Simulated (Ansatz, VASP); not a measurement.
## One calculation of KF, two programs

Contents of POSCAR:

```
KF
1.0
    0.0000000000      2.6066625000      2.6735000000
    2.6066625000      0.0000000000      2.6735000000
    2.6066625000      2.6066625000      0.0000000000
K F
1 1
Direct
    0.0000000000      0.0000000000      0.0000000000
    0.5000000000      0.5000000000      0.5000000000
```

INCAR.step1

```
PREC = Accurate
ENCUT = 520
ISMEAR = 0
SIGMA = 0.05
LREAL = F
LASPH = T
NELM = 80
NBANDS = 15
GGA = PE
ALGO = Normal
EDIFF = 1E-4
LWAVE = T
LCHARG = F
```

Contents of INCAR.step2:

```
PREC = Accurate
ENCUT = 520
EDIFF = 1E-6
ISMEAR = 0
SIGMA = 0.05
LREAL = F
LASPH = T
NELM = 80
ALGO = Normal
ISIF = 2
LWAVE = F
LCHARG = F
METAGGA = R2SCAN
LMIXTAU = T
NBANDS = 15
ISTART = 1
```

The input KPOINTS:

```
Automatic mesh
0
Gamma
  8 8 8
```

Input for Ansatz:

```yaml
crystal:
  lattice:
    - [0.0, 2.6066625, 2.6735]
    - [2.6066625, 0.0, 2.6735]
    - [2.6066625, 2.6066625, 0.0]
  atoms:
    - { symbol: K, position: [0.0, 0.0, 0.0] }
    - { symbol: F, position: [0.5, 0.5, 0.5] }
basis:
  ecutwfc: 500
kpoints:
  mp_grid: { grid: [8, 8, 8] }
hamiltonian:
  xc: r2scan
scf:
  occupations: { method: gaussian, width: 0.05 }
output:
  forces: true
  stress: true
  eigenvalues: true
```

Change from the starting cell: strain -0.025 along x and y, +0.000 along z, atoms carried along.

Alike in both runs: task single point; functional r2SCAN; k mesh 8 × 8 × 8; occupations gaussian, width 0.05 eV; no spin polarisation.

```csv
,VASP,Ansatz
version,VASP 6.6.1,Ansatz 0.2.0
potentials or method,"VASP PAW PBE potentials, release 64 (K_sv, F)","scalar-relativistic, plane waves, PAW"
plane-wave cutoff (eV),520,500
valence electrons in the cell,16,16
```

```tsv
	VASP	Ansatz	Ansatz less VASP
gap on the k mesh at the Fermi level (eV)	7.08	7.08	+0.001
least direct gap on the mesh (eV)	7.08	7.08	+0.001
pressure (GPa)	1.4	1.4	+0.01
largest component of the traceless stress (GPa)	1.26	1.23	-0.037
```

Caveats: the PAW data sets were made with another functional, which shifts forces and pressure a little (VASP). A k mesh can miss the band edges.
